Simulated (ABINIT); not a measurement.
GaN:

```
Ga N
1.0
     3.18000    0.00000    0.00000
    -1.59000    2.75396    0.00000
     0.00000    0.00000    5.16600
Ga N
2 2
Cartesian
  1.5900 0.9180 2.5830
  0.0000 1.8360 0.0000
  1.5900 0.9180 4.5203
  0.0000 1.8360 1.9373
```

Base run:

```yaml
Program: ABINIT 10.8.3 (patched build)
Functional: revPBE
Potentials_or_basis: JTH PAW PBE v2.0
Cutoff: 844 eV
k_mesh: 10 × 10 × 5
Occupations: fermi-dirac, width 0.05 eV
Spin: no spin polarisation
```

Its results: band gap on the k mesh 1.98 eV, direct; pressure 11.0 GPa; largest force 0.142 eV/Å.

Question: After a change of settings the same cell gave: band gap on the k mesh 1.89 eV, direct; pressure 1.7 GPa; largest force 0.131 eV/Å. Which change was it?
A. functional from revPBE to WC
B. functional from revPBE to PBE; cutoff from 844 eV to 707 eV; fine-grid cutoff from 1442.2 eV to 1306.15 eV
C. functional from revPBE to LDA
D. functional from revPBE to PBE; potentials or basis from JTH PAW PBE v2.0 to PseudoDojo NC SR PBE v0.5 standard; cutoff from 844 eV to 1143 eV

Answer: A.

WC binds more tightly than revPBE, so the same cell stands under less pressure.

Caveats: the PAW data sets were made with another functional, which shifts forces and pressure a little.

Not every run made on this cell is shown here.
